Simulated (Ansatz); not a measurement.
**Ti: from a trial structure to a relaxed crystal**

The calculation used Ansatz, DFT PBE, scalar-relativistic, plane waves, PAW. Cutoff 420 eV, Γ-centred k mesh, Gaussian smearing, no spin polarisation in the final step.

The start puts Ti on the black phosphorus structure type (Cmce, No. 64), at a guessed volume.

```xyz
4
Lattice="1.6186 -5.1344 0.0000 1.6186 5.1344 0.0000 0.0000 0.0000 4.2835" Properties=species:S:1:pos:R:3 pbc="T T T"
Ti    1.6186    4.1280    3.8980
Ti    1.6186   -1.0063    2.5273
Ti    1.6186   -4.1280    0.3855
Ti    1.6186    1.0063    1.7563
```

Steps on the 6×6×4 mesh (4 atoms). 12 of 14 steps are shown, and the free energy counts from the last. Trial steps that were taken back and renewals of the plane-wave basis can be among the rows.

```
step  ΔF (meV/atom) V (Å³/atom) P (GPa) largest force component (eV/Å)
   1         1641.9        17.80     8.95                           2.738
   2         1120.3        16.16    11.47                           3.335
   3          549.3        15.09    18.10                           2.595
   5           72.9        17.24     3.97                           0.091
   6           47.0        17.80     0.41                           0.247
   7           16.7        17.96    -1.35                           0.193
   8            8.1        17.68    -1.10                           0.023
   9           15.5        16.85     4.49                           0.060
  10            6.2        17.41     0.36                           0.155
  12            0.3        17.52     0.47                           0.009
  13            0.0        17.57     0.15                           0.004
  14            0.0        17.57     0.15                           0.004
```

A final relaxation ran on a 22×22×22 mesh. The relaxed crystal, Fmmm (No. 69):

```cif
data_structure
_symmetry_space_group_name_H-M 'Fmmm'
_symmetry_Int_Tables_number 69
_cell_length_a 2.9537
_cell_length_b 4.9093
_cell_length_c 9.6909
_cell_angle_alpha 90.000
_cell_angle_beta 90.000
_cell_angle_gamma 90.000
_cell_volume 140.52
loop_
_atom_site_label
_atom_site_type_symbol
_atom_site_symmetry_multiplicity
_atom_site_Wyckoff_symbol
_atom_site_fract_x
_atom_site_fract_y
_atom_site_fract_z
_atom_site_occupancy
Ti1 Ti 8 i 0.50000 0.00000 0.36459 1
```

```
Volume per atom                    : 17.57 Å³
Density                            : 4.53 g/cm³
Energy over the standard structure : 0.16 eV/atom
Gap on the 22×22×22 mesh           : 0 eV (a metal)
```

Energies count from the standard state of Ti at the same level.

The final run used a 22×22×22 mesh on its 2-atom cell and 0.10 eV smearing. The k mesh leaves about 4 meV/atom of noise in metals.

A structure relaxed within its symmetry needn't be a true minimum.